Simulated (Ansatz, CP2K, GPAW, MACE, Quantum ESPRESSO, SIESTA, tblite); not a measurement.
# CP2K on generalised stacking fault on (110) of a LiCl-LiBr solid solution (56 atoms): settings against a plane-wave reference

How do the settings of CP2K change the result for generalised stacking fault on (110) of a LiCl-LiBr solid solution (56 atoms)? A plane-wave run serves as the yardstick.

Program: CP2K 2026.2. Level of theory: the method is named at each step. Results are calculated unless marked as measured.

## 1. Set-up

The cell holds 56 atoms: 28 Li, 10 Br and 18 Cl. Cell: a = 7.448 Å, b = 5.266 Å, c = 26.357 Å, α = 90.0°, β = 85.3°, γ = 90.0°. Rock-salt LiCl lattice (a = 5.2663 Å, the value set for the mixture), cell with z along [110], 2 x 1 x 7 periods; the third cell vector is tilted by 0.583 of 1/2[1-10] and lengthened by 0.2 Å, so the cell holds one fault; displaced by a Gaussian of 0.01 Å; 10 of 28 Cl sites given to Br at random (lattice constant by Vegard's rule between LiCl and LiBr). Then every atom was moved at random, 0.02 Å r.m.s. a Cartesian component. The structure's axis is c.

The yardstick, on the same geometry:

- method: Kohn-Sham DFT, PBE, PAW, plane waves (Ansatz 0.2.0); cutoff 420 eV, Γ point, fermi-dirac smearing of 0.05 eV; PAW set soft_2
- r.m.s. force component: 0.5131 eV/Å
- longest force: 3.113 eV/Å
- pressure: 0.7208 GPa
- gap (highest filled to lowest empty level): 5.255 eV
- SCF cycles: 7
- time: 6.9 s on 4 threads of Arm Neoverse V1, shared host
- CPU time: 24 s

## 2. PBE, DZVP-UZH, 800/50 Ry, diagonalisation

Method: Kohn-Sham DFT, PBE, GTH-PBE pseudopotentials, Gaussian and plane waves, DZVP-MOLOPT (UZH set), diagonalisation.

input.inp

```
&GLOBAL
  PROJECT cell
  RUN_TYPE ENERGY_FORCE
  PRINT_LEVEL LOW
&END GLOBAL
&FORCE_EVAL
  METHOD QS
  STRESS_TENSOR ANALYTICAL
  &DFT
    BASIS_SET_FILE_NAME BASIS_MOLOPT_UZH
    POTENTIAL_FILE_NAME POTENTIAL_UZH
    &MGRID
      CUTOFF 800
      REL_CUTOFF 50
      NGRIDS 5
    &END MGRID
    &QS
      EPS_DEFAULT 1.0E-12
    &END QS
    &SCF
      SCF_GUESS ATOMIC
      EPS_SCF 1.0E-06
      MAX_SCF 200
      ADDED_MOS 28
      &DIAGONALIZATION
        ALGORITHM STANDARD
      &END DIAGONALIZATION
      &SMEAR ON
        METHOD FERMI_DIRAC
        ELECTRONIC_TEMPERATURE [K] 580
      &END SMEAR
      &MIXING
        METHOD BROYDEN_MIXING
        ALPHA 0.15
        NBROYDEN 8
      &END MIXING
      &PRINT
        &RESTART OFF
        &END RESTART
      &END PRINT
    &END SCF
    &XC
      &XC_FUNCTIONAL PBE
      &END XC_FUNCTIONAL
    &END XC
    &PRINT
      &MULLIKEN ON
      &END MULLIKEN
      &HIRSHFELD ON
        SHAPE_FUNCTION DENSITY
      &END HIRSHFELD
      &MO ON
        EIGENVALUES T
        OCCUPATION_NUMBERS T
        MO_INDEX_RANGE 129 152
        &EACH
          QS_SCF 0
        &END EACH
        ADD_LAST NUMERIC
      &END MO
    &END PRINT
  &END DFT
  &SUBSYS
    &CELL
      A 7.44767 0.00000 0.00000
      B 0.00000 5.26630 0.00000
      C 2.17226 0.00000 26.26686
    &END CELL
    &COORD
      Li 7.51284 0.02196 26.08142
      Br 5.57069 0.00463 1.87572
      Li 7.42713 5.25714 3.74119
      Cl 5.61168 0.00627 5.58460
      Li 7.46481 0.00016 7.43615
      Cl 5.54113 5.25040 9.33340
      Li 7.43204 0.01169 11.16263
      Cl 5.59371 0.00463 13.04281
      Li 7.48261 0.00053 14.86310
      Cl 5.61696 0.01501 16.72175
      Li 7.47312 0.00342 18.60639
      Cl 5.59967 5.26630 20.48421
      Li 7.48315 0.03486 22.32631
      Cl 5.58641 5.24381 24.16840
      Li 3.75450 0.02512 26.09823
      Br 1.84967 0.04750 1.84131
      Li 3.71696 5.25735 3.71098
      Cl 1.83162 5.26114 5.54677
      Li 3.72638 0.02422 7.44876
      Br 1.85869 5.24955 9.28639
      Li 3.70747 5.24697 11.17445
      Cl 1.84953 0.01843 13.04990
      Li 3.68888 0.00116 14.91406
      Cl 1.87256 5.25603 16.74512
      Li 3.72765 5.24666 18.60954
      Cl 1.83807 0.01443 20.46530
      Li 3.69196 0.02602 22.30529
      Cl 9.31024 5.25972 24.18180
      Li 1.87453 2.69024 1.87624
      Cl 7.48118 2.61330 3.70310
      Li 1.87356 2.63257 5.58565
      Cl 7.43176 2.62941 7.41566
      Li 1.87121 2.55932 9.31081
      Br 7.41929 2.61940 11.18495
      Li 1.86246 2.62467 13.04045
      Cl 7.43192 2.61256 14.85627
      Li 1.89571 2.62952 16.75931
      Cl 7.43208 2.63884 18.61086
      Li 1.85774 2.62146 20.45453
      Cl 7.51136 2.63341 22.33602
      Li 9.29678 2.61372 24.15868
      Cl 7.44835 2.68092 26.04280
      Li 5.60560 2.63973 1.88176
      Br 3.74206 2.64563 3.70914
      Li 5.57912 2.61546 5.57803
      Br 3.69678 2.62831 7.41330
      Li 5.59927 2.61667 9.32946
      Br 3.70705 2.66059 11.18206
      Li 5.56347 2.61193 13.05174
      Cl 3.69761 2.63594 14.91511
      Li 5.60661 2.63362 16.72805
      Br 3.73291 2.60908 18.58853
      Li 5.56624 2.61351 20.48973
      Br 3.71467 2.63004 22.30792
      Li 5.57185 2.59971 24.16971
      Br 3.70065 2.65406 26.07117
    &END COORD
    &KIND Li
      BASIS_SET DZVP-MOLOPT-PBE-GTH-q3
      POTENTIAL GTH-PBE-q3
    &END KIND
    &KIND Br
      BASIS_SET DZVP-MOLOPT-PBE-GTH-q7
      POTENTIAL GTH-PBE-q7
    &END KIND
    &KIND Cl
      BASIS_SET DZVP-MOLOPT-PBE-GTH-q7
      POTENTIAL GTH-PBE-q7
    &END KIND
  &END SUBSYS
  &PRINT
    &FORCES ON
    &END FORCES
    &STRESS_TENSOR ON
    &END STRESS_TENSOR
  &END PRINT
&END FORCE_EVAL
```

Command:

```sh
OMP_NUM_THREADS=1 mpirun -np 4 cp2k.psmp -i input.inp > output.txt
```

Numbers of over 12 decimals in the logs are rounded to 6 here.

The program printed:

```text
CP2K| version string:                                       CP2K version 2026.2
 CP2K| Input file name                                                 input.inp
 GLOBAL| Basis set file name                                    BASIS_MOLOPT_UZH
 GLOBAL| Potential file name                                       POTENTIAL_UZH
 GLOBAL| Run type                                                   ENERGY_FORCE
 GLOBAL| Total number of message passing processes                             4
 GLOBAL| Number of threads for this process                                    1
 TOTAL NUMBERS AND MAXIMUM NUMBERS
  Total number of            - Atomic kinds:                                   3
                             - Atoms:                                         56
                             - Shell sets:                                    56
                             - Shells:                                       252
                             - Primitive Cartesian functions:                252
                             - Cartesian basis functions:                    560
                             - Spherical basis functions:                    532
  Maximum angular momentum of- Orbital basis functions:                        2
                             - Local part of the GTH pseudopotential:          6
                             - Non-local part of the GTH pseudopotential:      4
 SCF PARAMETERS         Density guess:                                    ATOMIC
                        max_scf:                                             200
                        eps_scf:                                        1.00E-06
                        added MOs                                        28    0
                        Mixing method:                            BROYDEN_MIXING
                                                charge density mixing in g-space
                        Smear method:                                FERMI_DIRAC
                        Electronic temperature [K]:                        580.0
                        Electronic temperature [a.u.]:                  1.84E-03
                        Accuracy threshold:                             1.00E-10
 Extrapolation method: initial_guess
 Number of electrons:                                                        280
 Number of occupied orbitals:                                                140
 Number of molecular orbitals:                                               168
 Number of orbital functions:                                                532
 Number of independent orbital functions:                                    532
 SCF WAVEFUNCTION OPTIMIZATION
  Step     Update method      Time    Convergence         Total energy    Change
     1 NoMix/Diag. 0.15E+00    2.4     0.66511644      -616.4695176032 -6.16E+02
     2 Broy./Diag. 0.15E+00    3.7     0.03382287      -600.9191603947  1.56E+01
     3 Broy./Diag. 0.15E+00    3.7     0.11089238      -610.1398716972 -9.22E+00
     4 Broy./Diag. 0.15E+00    3.7     0.00450076      -616.4513863514 -6.31E+00
[...]
23 Broy./Diag. 0.15E+00    3.9     0.00000112      -616.2592614408 -8.27E-06
    24 Broy./Diag. 0.15E+00    3.8     0.00000074      -616.2592575134  3.93E-06
  *** SCF run converged in    24 steps ***
  Electronic density on regular grids:       -279.9999999999        0.0000000001
  Core density on regular grids:              279.9999999996       -0.0000000004
  Total charge density on r-space grids:       -0.0000000003
  Total charge density g-space grids:          -0.0000000003
  Overlap energy of the core charge distribution:               2.00856e-08
  Self energy of the core charge distribution:              -1060.672308
  Core Hamiltonian energy:                                    212.615777
  Hartree energy:                                             363.523109
  Exchange-correlation energy:                               -131.725836
  Electronic entropic energy:                                  -0.000000
  Fermi energy:                                                 0.167949
  Total energy:                                              -616.259258
  Total energy (extrapolated to T->0):                       -616.259258
 MO| EIGENVALUES AND OCCUPATION NUMBERS
 MO|
 MO|  Index      Eigenvalue [a.u.]        Eigenvalue [eV]             Occupation
 MO|    129               0.006960               0.189402               2.000000
 MO|    130               0.010521               0.286291               2.000000
 MO|    131               0.012101               0.329277               2.000000
[...]
MO|    151               0.299777               8.157335               0.000000
 MO|    152               0.301398               8.201463               0.000000
 MO| Sum:                                                             280.000000
 MO| E(Fermi):            0.167949 a.u.          4.570112 eV
 MO| Band gap:            0.188268 a.u.          5.123021 eV
 !-----------------------------------------------------------------------------!
                     Mulliken Population Analysis
 #  Atom  Element  Kind  Atomic population                           Net charge
       1     Li       1          2.479209                              0.520791
       2     Br       2          7.335747                             -0.335747
       3     Li       1          2.601269                              0.398731
[...]
55     Li       1          2.586684                              0.413316
      56     Br       2          7.345388                             -0.345388
 # Total charge                            280.000000                 -0.000000
 !-----------------------------------------------------------------------------!
 !-----------------------------------------------------------------------------!
                           Hirshfeld Charges
  #Atom  Element  Kind  Ref Charge     Population                    Net charge
      1       Li     1       3.000          2.862                         0.138
      2       Br     2       7.000          7.108                        -0.108
      3       Li     1       3.000          2.884                         0.116
[...]
55       Li     1       3.000          2.876                         0.124
     56       Br     2       7.000          7.106                        -0.106
  Total Charge                                                           -0.000
 !-----------------------------------------------------------------------------!
 ENERGY| Total FORCE_EVAL ( QS ) energy [hartree]           -616.259254
 FORCES| Atomic forces [hartree/bohr]
 FORCES|   Atom     x               y               z               |f|
 FORCES|      1 -6.59137532E-03 -5.88298655E-05 -5.13578975E-02   5.17791785E-02
 FORCES|      2  7.30318470E-03  4.84932510E-04  4.78299528E-02   4.83867342E-02
 FORCES|      3  1.36417915E-03  2.19229922E-04  1.93746436E-03   2.37966692E-03
[...]
FORCES|     55  5.64492748E-03  7.81855725E-04  2.94287138E-03   6.41381295E-03
 FORCES|     56 -7.22442653E-03 -3.17943761E-04 -4.53246182E-02   4.58978697E-02
 FORCES| Sum    -1.66127935E-06  5.27905994E-06 -1.24804080E-06
 FORCES| Total atomic force                                       5.67326438E-06
 STRESS| Analytical stress tensor [bar]
 STRESS|                        x                   y                   z
 STRESS|      x        3.48865736102E+04   9.29763177160E+00   4.12626947966E+03
 STRESS|      y        9.29763177160E+00  -2.71766811142E+04   5.31414576806E+01
 STRESS|      z        4.12626947966E+03   5.31414576806E+01   2.04935949063E+04
 STRESS| 1/3 Trace                                             9.40116246743E+03
```

Elapsed: 1.7 min, on 4 MPI ranks of Arm Neoverse V1, shared host; peak memory 4.5 GiB; 6.8 min of CPU time.

Banners, paths, timers and routine set-up lines are dropped from the logs unmarked, and long logs keep their key lines alone; longer cuts are marked.

Numbers from this run, and their distance from the reference:

```
r.m.s. force component                           : 0.5351 eV/Å
r.m.s. difference of force components            : 24.86 meV/Å
longest difference of force vectors              : 140.1 meV/Å
force difference over r.m.s. force               : 4.845 %
slope of forces against the reference's          : 1.043
correlation of force components                  : 0.9998
gap (highest filled to lowest empty level) : 5.123 eV
gap difference                                   : -0.1323 eV
pressure                                         : 0.9401 GPa
pressure difference                              : 0.2193 GPa
```

Length of the force difference by element (eV/Å):

| element | atoms | mean | most |
| --- | --- | --- | --- |
| Br | 10 | 0.046 | 0.14 |
| Cl | 18 | 0.018 | 0.092 |
| Li | 28 | 0.033 | 0.10 |

Levels nearest the highest filled one (eV from it): -0.85, -0.75, -0.71, -0.69, -0.66, -0.65, -0.61, -0.60, -0.49, -0.37, -0.25, 0.00, 5.12, 5.56, 5.59, 6.45, 6.49, 6.68, 6.74, 6.81, 6.94, 7.00, 7.12, 7.16.

A closer look about Br16, whose charge lies farthest from its element's mean: 9 atoms, nearest first, numbered in the order of the input, with positions taken from that point.

| atom | x | y | z | distance (Å) | bonds | Hirshfeld charge (e) | Fx | Fy | Fz (eV/Å) |
| --- | --- | --- | --- | --- | --- | --- | --- | --- | --- |
| Br16 | 0.00 | 0.00 | 0.00 | 0.00 | 5 | -0.12 | 0.46 | -0.05 | 3.16 |
| Li15 | -0.27 | -0.02 | -2.01 | 2.03 | 5 | 0.12 | -0.40 | -0.05 | -3.19 |
| Li29 | 0.02 | -2.62 | 0.03 | 2.62 | 5 | 0.11 | 0.18 | -0.01 | 2.14 |
| Li17 | 1.87 | -0.06 | 1.87 | 2.64 | 6 | 0.11 | -0.01 | 0.04 | 0.16 |
| Li29 | 0.02 | 2.64 | 0.03 | 2.64 | 5 | 0.11 | 0.18 | -0.01 | 2.14 |
| Li3 | -1.87 | -0.06 | 1.90 | 2.67 | 6 | 0.12 | 0.07 | 0.01 | 0.10 |
| Br56 | -0.32 | 2.61 | -2.04 | 3.32 | 5 | -0.11 | -0.37 | -0.02 | -2.33 |
| Br56 | -0.32 | -2.66 | -2.04 | 3.37 | 5 | -0.11 | -0.37 | -0.02 | -2.33 |
| Cl30 | -1.82 | 2.57 | 1.86 | 3.65 | 6 | -0.14 | -0.09 | 0.07 | -0.03 |

Forces lie 4.8 % from the reference's, at 17 times its CPU time.

## 3. PBE, TZVP-MOLOPT (SR for Li), 800/50 Ry, diagonalisation

Method: Kohn-Sham DFT, PBE, GTH-PBE pseudopotentials, Gaussian and plane waves, TZVP-MOLOPT-GTH, diagonalisation.

input.inp: that of step 2 with these lines changed.

```diff
@@ -9,4 +9,5 @@
   &DFT
-    BASIS_SET_FILE_NAME BASIS_MOLOPT_UZH
-    POTENTIAL_FILE_NAME POTENTIAL_UZH
+    BASIS_SET_FILE_NAME BASIS_MOLOPT
+    BASIS_SET_FILE_NAME BASIS_MOLOPT_UCL
+    POTENTIAL_FILE_NAME GTH_POTENTIALS
     &MGRID
@@ -72,3 +73,3 @@
     &KIND Li
-      BASIS_SET DZVP-MOLOPT-PBE-GTH-q3
+      BASIS_SET TZVP-MOLOPT-SR-GTH-q3
       POTENTIAL GTH-PBE-q3
@@ -76,3 +77,3 @@
     &KIND Br
-      BASIS_SET DZVP-MOLOPT-PBE-GTH-q7
+      BASIS_SET TZVP-MOLOPT-GTH-q7
       POTENTIAL GTH-PBE-q7
@@ -80,3 +81,3 @@
     &KIND Cl
-      BASIS_SET DZVP-MOLOPT-PBE-GTH-q7
+      BASIS_SET TZVP-MOLOPT-GTH-q7
       POTENTIAL GTH-PBE-q7
```

The program printed:

```text
CP2K| version string:                                       CP2K version 2026.2
 CP2K| Input file name                                                 input.inp
 GLOBAL| Basis set file name                                        BASIS_MOLOPT
 GLOBAL| Potential file name                                      GTH_POTENTIALS
 GLOBAL| Run type                                                   ENERGY_FORCE
 GLOBAL| Total number of message passing processes                             4
 GLOBAL| Number of threads for this process                                    1
 TOTAL NUMBERS AND MAXIMUM NUMBERS
  Total number of            - Atomic kinds:                                   3
                             - Atoms:                                         56
[... lines left out ...]
                        Smear method:                                FERMI_DIRAC
[... lines left out ...]
 Number of electrons:                                                        280
[... lines left out ...]
  Step     Update method      Time    Convergence         Total energy    Change
[... lines left out ...]
  *** SCF run converged in    26 steps ***
[... lines left out ...]
  Fermi energy:                                                 0.167047
  Total energy:                                              -616.417701
  Total energy (extrapolated to T->0):                       -616.417701
[... lines left out ...]
 MO| E(Fermi):            0.167047 a.u.          4.545583 eV
[... lines left out ...]
 !-----------------------------------------------------------------------------!
 !-----------------------------------------------------------------------------!
                           Hirshfeld Charges
  #Atom  Element  Kind  Ref Charge     Population                    Net charge
      1       Li     1       3.000          2.857                         0.143
      2       Br     2       7.000          7.116                        -0.116
      3       Li     1       3.000          2.881                         0.119
[...]
55       Li     1       3.000          2.873                         0.127
     56       Br     2       7.000          7.114                        -0.114
  Total Charge                                                           -0.000
 !-----------------------------------------------------------------------------!
 ENERGY| Total FORCE_EVAL ( QS ) energy [hartree]           -616.417704
 FORCES| Atomic forces [hartree/bohr]
 FORCES|   Atom     x               y               z               |f|
 FORCES|      1 -6.30913332E-03 -8.15414608E-05 -5.04162873E-02   5.08095841E-02
 FORCES|      2  7.04579721E-03  4.73504926E-04  4.65730345E-02   4.71053607E-02
 FORCES|      3  1.35449913E-03  2.21138388E-04  1.63185403E-03   2.13225647E-03
[...]
FORCES|     55  5.31600321E-03  7.95495108E-04  2.92061989E-03   6.11741148E-03
 FORCES|     56 -6.85299875E-03 -3.00638210E-04 -4.42017371E-02   4.47308343E-02
 FORCES| Sum     6.26667342E-06  9.64413051E-06  1.11323751E-07
 FORCES| Total atomic force                                       1.15018625E-05
 STRESS| Analytical stress tensor [bar]
 STRESS|                        x                   y                   z
 STRESS|      x        3.42038521335E+04   1.01419737458E+01   3.95172338670E+03
 STRESS|      y        1.01419737458E+01  -2.59120536408E+04   4.65894865788E+01
 STRESS|      z        3.95172338670E+03   4.65894865788E+01   1.92639554107E+04
 STRESS| 1/3 Trace                                             9.18525130114E+03
```

Run time: 2.7 min. Hardware: 4 MPI ranks; peak memory 4.7 GiB; 11 min of CPU time.

Against the reference:

```yaml
r_m_s_force_component: 0.5232 eV/Å
r_m_s_difference_of_force_components: 12.14 meV/Å
longest_difference_of_force_vectors: 62.83 meV/Å
force_difference_over_r_m_s_force: 2.366 %
slope_of_forces_against_the_reference_s: 1.02
correlation_of_force_components: 0.9999
spacing_of_highest_filled_and_lowest_empty_level: 5.105 eV
gap_difference: -0.1507 eV
pressure: 0.9185 GPa
pressure_difference: 0.1977 GPa
```

Against the first run (4.8 %), the force difference from the reference is 2.4 %, at 1.6 times the CPU time, with 672 basis functions against 532; this set comes with other potentials too, so the change isn't the basis's alone.

(Part 1 of 2 ends here.)

[Also dropped from logs without a mark: logging warnings of Python, and SIESTA's first energy breakdown and zero terms.]

[Logs are printed without paths, hosts, clocks, repeated set-up lines and the standing remarks that a program may print on its own settings, such as how far it seeks lower states.]

[Hosts, paths, dates, database ids (printed as entryN), source tags and the programs' standing remarks are cut or masked in the printed files.]
